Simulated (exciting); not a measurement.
**Fitting the PBE energy curve of PbS**

Symmetry: Fm-3m, No. 225, cubic system. The conventional cell has a = 5.931 Å, b = 5.931 Å, c = 5.931 Å, α = 90.00°, β = 90.00°, γ = 90.00°. Pb (site symmetry m-3m) is surrounded by 6 S at 2.97 Å. S (site symmetry m-3m) is surrounded by 6 Pb at 2.97 Å.

The cell was scaled at fixed shape and fractions and run with exciting, all-electron LAPW+lo, shipped species files, valence relativity iora*; PBE, k mesh 8 × 8 × 8 on the cell of 2 atoms, fermi-dirac occupations of 0.05 eV, no spin polarisation, no spin-orbit coupling. Energies are those that the program minimises, any entropy of the smearing included.

```csv
V (Å³/atom),energy over the lowest row (meV/atom)
24.5206,48.37
25.0423,29.87
25.5641,15.70
26.0858,6.86
26.6075,?
27.1292,0.00
27.6509,1.61
```

Fit the third-order Birch-Murnaghan form, give V0, B0 and B′, and predict the energy left open.

With y = (V0/V)^(2/3), E = E0 + (9 V0 B0/16) [(y - 1)³ B′ + (y - 1)² (6 - 4y)]. Least squares through the rows shown give V0 = 27.1154 Å³/atom, E0 = -0.01 meV, B0 = 51.42 GPa (1 eV/Å³ = 160.218 GPa) and B′ = 4.82, with a largest miss of 0.26 meV, so B0 and B′ are loose. At V = 26.6075 the form with these constants gives 1.57 meV; the run gave 1.59 meV an atom. Measured volume: 26.15 Å³/atom at 300 K (a printed reference work), so the fit lies +3.7 % from it. The runs are for a static lattice.
